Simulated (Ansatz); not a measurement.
The system is Hf.

```
Hf
1.0
     0.00000    2.22000    2.22000
     2.22000    0.00000    2.22000
     2.22000    2.22000    0.00000
Hf
1
Direct
  0.00000 0.00000 0.00000
```

This isn't the form of Hf at room conditions, which is hcp.

```yaml
Program: Ansatz 0.2.0
Task: relaxation of cell and atoms
Functional: BLYP
Dispersion: D4
Potentials_or_basis: Ansatz PAW
Cutoff: "420 eV (not typed: the program's choice for these potentials)"
k_mesh: 10 × 10 × 10
Occupations: fermi-dirac, width 0.05 eV
Spin: no spin polarisation
```

At the start: volume 21.88 Å³/atom.

**Question.** How do energy, volume and symmetry change on relaxing?

**Answer.** It ends after 4 steps and the volume is 22.51 Å³/atom (+2.9 %); space group Fm-3m (No. 225, to 0.05 Å).

Step by step:
```tsv
step	energy change (eV)	largest force (eV/Å)	volume (Å³)
1	0.0000	0.0000	21.88
2	-0.0057	0.0000	22.54
3	-0.0058	0.0000	22.51
4	-0.0059	0.0000	22.51
```

Final structure:
```
CELL_PARAMETERS angstrom
0.00000 2.24091 2.24091
2.24091 0.00000 2.24091
2.24091 2.24091 0.00000
ATOMIC_POSITIONS crystal
Hf 0.00000 0.00000 0.00000
```

Caveat: the plane-wave basis is chosen anew once the cell has moved, so the energies of steps on either side of that aren't comparable; pairwise dispersion overbinds metals, which lowers pressure and volume; the PAW data sets come from PBE, with cores solved anew for the run's functional, which leaves a small shift of forces and pressure.
